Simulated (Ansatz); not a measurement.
# Br: the cost of one run

Program: Ansatz 0.2.0. Level of theory: DFT PBE, scalar-relativistic, plane waves, PAW. These are calculated values, not measurements.

### 1 Starting point

It takes space group Cmce (No. 64, orthorhombic). Conventional cell: a = 6.670 Å, b = 4.480 Å, c = 8.720 Å, α = 90.00°, β = 90.00°, γ = 90.00°. Br (site symmetry m) is surrounded by 1 Br at 2.27 Å.

As a file:

```
CELL_PARAMETERS angstrom
3.33500 -2.24000 0.00000
3.33500 2.24000 0.00000
0.00000 0.00000 8.72000
ATOMIC_POSITIONS crystal
Br 0.13500 0.86500 0.11000
Br 0.63500 0.36500 0.39000
Br 0.86500 0.13500 0.89000
Br 0.36500 0.63500 0.61000
```

The structure comes from the Crystallography Open Database.

(A quick probe on a coarse mesh, which set the mesh and smearing, is not shown.)

### 3 Coarse relaxation

Input file input.yaml:

```yaml
crystal:
  lattice:
    - [3.335, -2.24, 0.0]
    - [3.335, 2.24, 0.0]
    - [0.0, 0.0, 8.72]
  atoms:
    - { symbol: Br, position: [0.135, 0.865, 0.11] }
    - { symbol: Br, position: [0.635, 0.365, 0.39] }
    - { symbol: Br, position: [0.865, 0.135, 0.89] }
    - { symbol: Br, position: [0.365, 0.635, 0.61] }
basis:
  ecutwfc: 420
kpoints:
  mp_grid: { grid: [6, 6, 4] }
hamiltonian:
  xc: pbe
scf:
  occupations: { method: gaussian, width: 0.1 }
output:
  forces: true
  stress: true
  eigenvalues: true
relax:
  adjacent_minimum: "off"
  f_tol: 0.05
  max_steps: 80
  cell: { stress_tol: 0.5 }
```

The run is started by

```bash
$ ansatz run input.yaml --threads 1 --pin off --max-ram 2560MiB --backend cpu --events-out ev --progress --plain --runs-dir out
```

What time and memory should one allow on 1 thread of Arm Neoverse V2, shared host?

About 28 s, with a peak of 0.38 GiB.
